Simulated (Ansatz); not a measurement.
The system is La2O3.

```
La O
1.0
     3.93078    0.00000    0.00000
    -1.96539    3.40415    0.00000
     0.00000    0.00000    6.11195
La O
2 3
Direct
  0.33333 0.66667 0.24624
  0.66667 0.33333 0.75376
  0.00000 0.00000 0.00000
  0.33333 0.66667 0.64589
  0.66667 0.33333 0.35411
```

The cell is a database's computed one.

| Property | Result |
| --- | --- |
| Program | Ansatz 0.2.0 |
| Task | single point |
| Functional | PBE |
| Potentials or basis | all-electron LAPW, scalar-relativistic |
| Cutoff | 282 eV (chosen from the basis error) |
| Basis error allowed | 0.001 eV/atom |
| k mesh | 8 × 8 × 5 |
| Occupations | fermi-dirac, width 0.05 eV |
| Spin | no spin polarisation |

On this cell: pressure 1.9 GPa; largest force 0.016 eV/Å; band gap on the k mesh 3.88 eV, indirect (least direct gap 4.06 eV).

The same run follows on a disturbed copy (atoms moved at random, drawn with an rms of 0.05 Å):

```
La O
1.0
     3.93078    0.00000    0.00000
    -1.96539    3.40415    0.00000
     0.00000    0.00000    6.11195
La O
2 3
Cartesian
  0.0396 2.2427 1.5034
  1.9893 1.1531 4.6159
  0.0170 0.0084 -0.0205
  0.0159 2.2615 3.9737
  1.9993 1.1120 2.1819
```

What does the disturbed cell give?

The energy moves by +2.4 meV/atom; pressure 1.8 GPa; largest force 0.255 eV/Å; band gap on the k mesh 3.84 eV, indirect (least direct gap 4.04 eV).

Forces on the atoms (eV/Å):
```
La  -0.053  0.063  0.149
La  -0.016 -0.181  0.008
O    0.015 -0.053  0.249
O    0.079  0.101 -0.205
O   -0.025  0.069 -0.201
```

Stress tensor (GPa, compression positive):
```
 2.20  0.00  0.08
 0.00  1.37 -0.34
 0.08 -0.34  1.92
```

Caveats: spin-orbit coupling is left out, which moves the levels of the heavy elements; an odd mesh through Γ misses points on the zone boundary, where band edges often lie.
